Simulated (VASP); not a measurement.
# MgO (F-43m) in VASP: settings compared, part 2 of 2

VASP 6.6.1. Earlier steps stand in the parts before.

## Step 4: G0W0 low-scaling quasiparticle levels, PBE

Contents of POSCAR:

```
MgO
1.0
    0.0000000000      2.3061600000      2.3061600000
    2.3061600000      0.0000000000      2.3061600000
    2.3061600000      2.3061600000      0.0000000000
Mg O
1 1
Direct
    0.5000000000      0.5000000000      0.5000000000
    0.7500000000      0.7500000000      0.7500000000
```

Contents of INCAR.step1:

```
SYSTEM = MgO
ALGO = Fast
EDIFF = 1E-8
ENCUT = 450
GGA = PE
ISMEAR = 0
LASPH = .True.
LCHARG = .False.
LREAL = .False.
LWAVE = .True.
NELM = 80
PREC = Accurate
SIGMA = 0.01
```

Contents of INCAR.step2:

```
SYSTEM = MgO
ALGO = Exact
EDIFF = 1E-8
ENCUT = 450
GGA = PE
ISMEAR = 0
ISTART = 1
LASPH = .True.
LCHARG = .False.
LOPTICS = .True.
LREAL = .False.
LWAVE = .True.
NBANDS = 106
NELM = 1
PREC = Accurate
SIGMA = 0.01
```

Contents of INCAR.step3:

```
SYSTEM = MgO
ALGO = EVGW0R
EDIFF = 1E-8
ENCUT = 450
ENCUTGW = 150
GGA = PE
ISMEAR = 0
ISTART = 1
LASPH = .True.
LCHARG = .False.
LREAL = .False.
LWAVE = .False.
NBANDS = 106
NBANDSGW = 12
NELMGW = 1
NOMEGA = 16
PREC = Accurate
PRECFOCK = Fast
SIGMA = 0.01
```

Contents of KPOINTS:

```
k-points
0
Gamma
  4 4 4
  0 0 0
```

Potentials or basis: VASP PAW PBE potentials, release 64 (Mg_GW, O_GW).

The run is started by

```console
cat potpaw_PBE.64/Mg_GW/POTCAR potpaw_PBE.64/O_GW/POTCAR > POTCAR
cp INCAR.step1 INCAR
mpirun -np 1 vasp_std > vasp.out
cp INCAR.step2 INCAR
mpirun -np 1 vasp_std > vasp.out
cp INCAR.step3 INCAR
mpirun -np 1 vasp_std > vasp.out
```

OUTCAR:

```text
SYSTEM = MgO
   EDIFF = 1E-8
   ENCUT = 450
   ENCUTGW = 150
   GGA = PE
   ISMEAR = 0
   ISTART = 1
   LASPH = .True.
   LREAL = .False.
   NELMGW = 1
   PREC = Accurate
   PRECFOCK = Fast

 ion  position               nearest neighbor table
   1  0.500  0.500  0.500-   2 2.00   2 2.00   2 2.00   2 2.00
   2  0.750  0.750  0.750-   1 2.00   1 2.00   1 2.00   1 2.00

  LATTYP: Found a face centered cubic cell.
 ALAT       =     4.6123200000

  Lattice vectors:

 A1 = (   0.0000000000,   2.3061600000,   2.3061600000)
 A2 = (   2.3061600000,   0.0000000000,   2.3061600000)
 A3 = (   2.3061600000,   2.3061600000,   0.0000000000)

Analysis of symmetry for initial positions (statically):
=====================================================================
 Subroutine PRICEL returns:
 Original cell was already a primitive cell.

 Routine SETGRP: Setting up the symmetry group for a
 face centered cubic supercell.

 Subroutine GETGRP returns: Found 24 space group operations
 (whereof 24 operations were pure point group operations)
 out of a pool of 48 trial point group operations.

The static configuration has the point symmetry T_d .

Analysis of symmetry for dynamics (positions and initial velocities):
=====================================================================
 Subroutine PRICEL returns:
 Original cell was already a primitive cell.

[... 129 lines left out ...]
   LRPAFORCE           =     F    calculate RPA forces
   ENCUTGW             = 150.0    cutoff for response function in eV
   ENCUTGWSOFT         = 120.0    soft cutoff for Coulomb kernel in GW response function in eV
   ENCUTLF             =  -1.0    cutoff for local field effects
   NELMGW              =     1    number of iterations in solving QP/BSE equation
   NELMHF              =     1    number of iterations in the inner HF iteration
   NKREDLFX            =     1    NKREDLFY  =   1   NKREDLFZ  =   1
 non-spin polarized calculation
 Gauss-broadening in eV      SIGMA  =   0.01
  energy-cutoff  :      450.00
  volume of cell :       24.53
 maximum number of plane-waves:       544
 NGX is ok and might be reduce to    24
  NGX = 14; NGY = 14; NGZ = 14
   NGX = 11   NGY = 11   NGZ = 11
 maximum number of plane-waves:       113
 NGX is ok and might be reduce to    14
 maximum number of plane-waves:     34015
 maximum number of plane-waves:      6567
 NGX is ok and might be reduce to    54

      cutoff energy     smooth cutoff   RPA   correlation   Hartree contr. to MP2
---------------------------------------------------------------------------------
            150.000           120.000       -8.8723725609      -14.7822742265
            142.857           114.286       -8.7422606236      -14.5702516492
            136.054           108.844       -8.6043639433      -14.3433913758
            129.576           103.661       -8.4570877381      -14.0990209261
            123.405            98.724       -8.2982205378      -13.8326470729
            117.529            94.023       -8.1355851143      -13.5573935394
            111.932            89.546       -7.9680353576      -13.2722047668
            106.602            85.282       -7.7927894958      -12.9719207351
  linear regression
  converged value                          -10.4808253401      -17.4889086533

 QP shifts evaluated in KS or natural orbital/ Bruckner basis
 k-point   1 :       0.0000    0.0000    0.0000
 band No.  KS-energies   sigma(KS)    QP-e(linear)    Z         QP-e(zeros)     Z        occupation    Imag(E_QP)    QP_DIFF TAG

      1     -15.1820     -17.8229     -16.9985       0.6878     -16.9759       0.6717       2.0000      -1.6957      -0.0000   2
      2       0.6335      -1.0704      -0.6391       0.7469      -0.6122       0.7146       2.0000      -0.0191      -0.0000   2
      3       0.6335      -1.0750      -0.6425       0.7469      -0.6155       0.7145       2.0000      -0.0191       0.0000   2
      4       0.6335      -1.0750      -0.6425       0.7469      -0.6155       0.7145       2.0000      -0.0191       0.0000   2
      5       4.0931       5.0905       4.9167       0.8257       4.9106       0.8135       0.0000      -0.0105      -0.0000   2
      6      17.0580      18.6006      18.3230       0.8200      18.3096       0.8025       0.0000      -0.1954      -0.0000   2
      7      17.0580      18.6006      18.3230       0.8200      18.3096       0.8025       0.0000      -0.1954      -0.0000   2
      8      17.0580      18.6006      18.3230       0.8200      18.3096       0.8025       0.0000      -0.1954      -0.0000   2
      9      20.6531      22.2148      21.9361       0.8215      21.9249       0.8073       0.0000      -0.3578       0.0000   2
     10      20.6531      22.2148      21.9361       0.8215      21.9249       0.8073       0.0000      -0.3578      -0.0000   2
     11      20.6773      21.6911      21.4887       0.8004      21.4863       0.7959       0.0000      -0.7242       0.0000   2
     12      20.6773      21.6905      21.4882       0.8004      21.4859       0.7959       0.0000      -0.7241       0.0000   2
[... 100 lines left out ...]
      1     -14.3658     -16.9311     -16.1338       0.6892     -16.1116       0.6727       2.0000      -1.5030       0.0000   2
      2      -1.0802      -3.2199      -2.6597       0.7382      -2.6151       0.6957       2.0000      -0.0626       0.0000   2
      3      -0.9608      -3.0075      -2.4703       0.7375      -2.4294       0.6968       2.0000      -0.0574      -0.0000   2
      4      -0.3890      -2.3785      -1.8703       0.7446      -1.8336       0.7070       2.0000      -0.0463       0.0000   2
      5       8.2231       9.2763       9.0648       0.7992       9.0581       0.7865       0.0000      -0.0355       0.0000   2
      6      12.0278      13.4985      13.1904       0.7905      13.1766       0.7718       0.0000      -0.1149       0.0000   2
      7      14.0794      16.1717      15.7184       0.7834      15.6921       0.7583       0.0000      -0.2204       0.0000   2
      8      14.1901      15.5259      15.2655       0.8050      15.2555       0.7901       0.0000      -0.2155       0.0000   2
      9      20.4335      22.0523      21.7185       0.7938      21.7055       0.7779       0.0000      -0.4735       0.0000   2
     10      20.8428      22.1534      21.9023       0.8085      21.8951       0.7976       0.0000      -0.4789       0.0000   2
     11      24.7345      26.4984      26.1933       0.8270      26.1885       0.8221       0.0000      -0.9326       0.0000   2
     12      26.1339      28.1961      27.7711       0.7939      27.7633       0.7872       0.0000      -1.1725      -0.0000   2

  HF+RPA corr. energy TOTEN  =       -30.05065762 eV

  HF+E_corr(extrapolated)    =       -31.65911040 eV
```

It took 14 min on 1 thread of Intel Xeon 6975P-C (Granite Rapids), shared host; peak memory 3.9 GiB.

What came out:

- Band gap on the k mesh, mean-field level: 3.46 eV, direct
- Quasiparticle gap: 5.53 eV
- Least direct quasiparticle gap: 5.53 eV
- RPA correlation energy: -5.240 eV/atom
- RPA correlation energy per cell: -10.481 eV

Caveat: the k mesh is coarse (spacing up to 0.59 Å⁻¹), so the values aren't converged; bands, screening cutoff and mesh are small and nothing is extrapolated, so the quasiparticle values aren't converged.
